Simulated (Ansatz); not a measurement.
Crystal: Cu.

```
Cu
1.0
     2.53410    0.00000    0.00000
    -1.26705    2.19459    0.00000
     0.00000    0.00000    4.11257
Cu
2
Direct
  0.66667 0.33333 0.75000
  0.33333 0.66667 0.25000
```

This isn't the form of Cu at room conditions, which is fcc.

```yaml
Program: Ansatz 0.2.0
Task: relaxation of cell and atoms
Functional: revPBE
Potentials_or_basis: Ansatz PAW
Cutoff: "420 eV (not typed: the program's choice for these potentials)"
k_mesh: 12 × 12 × 7
Occupations: fermi-dirac, width 0.05 eV
Spin: no spin polarisation
```

At the start: volume 11.44 Å³/atom.

Task: How do energy, volume and symmetry change on relaxing?

Result: It ends after 8 steps and the volume is 12.30 Å³/atom (+7.5 %); space group P6_3/mmc (No. 194, to 0.05 Å).

Step by step:
```csv
step,energy change (eV),largest force (eV/Å),volume (Å³)
1,0.0000,0.0000,22.87
2,-0.0393,0.0000,23.65
3,-0.0540,0.0000,24.48
4,-0.0542,0.0000,24.60
5,-0.0542,0.0000,24.61
6,-0.0553,0.0000,24.61
7,-0.0554,0.0000,24.59
8,-0.0553,0.0000,24.59
```

Final structure:
```yaml
crystal:
  lattice:
    - [2.59642, 0.00000, 0.00000]
    - [-1.29821, 2.24857, 0.00000]
    - [0.00000, 0.00000, 4.21274]
  atoms:
    - { symbol: Cu, position: [0.66667, 0.33333, 0.75000] }
    - { symbol: Cu, position: [0.33333, 0.66667, 0.25000] }
```

Caveat: the plane-wave basis is chosen anew once the cell has moved, so the energies of steps on either side of that aren't comparable; the PAW data sets come from PBE, with cores solved anew for the run's functional, which leaves a small shift of forces and pressure.
